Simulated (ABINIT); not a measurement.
InP in ABINIT: the effect of potentials

The system is InP.

```
In P
1.0
     0.00000    2.93050    2.93050
     2.93050    0.00000    2.93050
     2.93050    2.93050    0.00000
In P
1 1
Cartesian
  0.0000 0.0000 0.0000
  4.3957 4.3957 4.3957
```

Alike in all runs:

| Property | Result |
| --- | --- |
| Program | ABINIT 10.8.3 (patched build) |
| Task | single point |
| Functional | r2SCAN |
| k mesh | 8 × 8 × 8 |
| Occupations | fermi-dirac, width 0.05 eV |
| Spin | no spin polarisation |

| potentials | cutoff | gap on the mesh (eV) | pressure (GPa) |
| --- | --- | --- | --- |
| Ansatz PAW PBE default generated set, frozen core | 490 eV | 1.15 | 1.6 |
| JTH PAW PBE v2.0 | 707 eV | 1.13 | 1.4 |
| Ansatz NC r2SCAN | 1469 eV | 1.16 | 1.6 |
| SG15 NC PBE v1.2 | 1143 eV | ? | ? |
| PseudoDojo NC SR PBE v0.4.1 standard | 1143 eV | 0.80 | 0.9 |

Question: What does the run with potentials SG15 NC PBE v1.2 give?

Answer: gap on the mesh 0.76 eV; pressure 0.3 GPa.

Caveats: spin-orbit coupling is left out, which moves the levels of the heavy elements; the PAW data sets were made with another functional, which shifts forces and pressure a little (some runs); the potentials were made for another functional, which shifts forces and pressure (some runs); the atomic spheres overlap (some runs); a meta-GGA on potentials with a model core is unreliable (some runs).

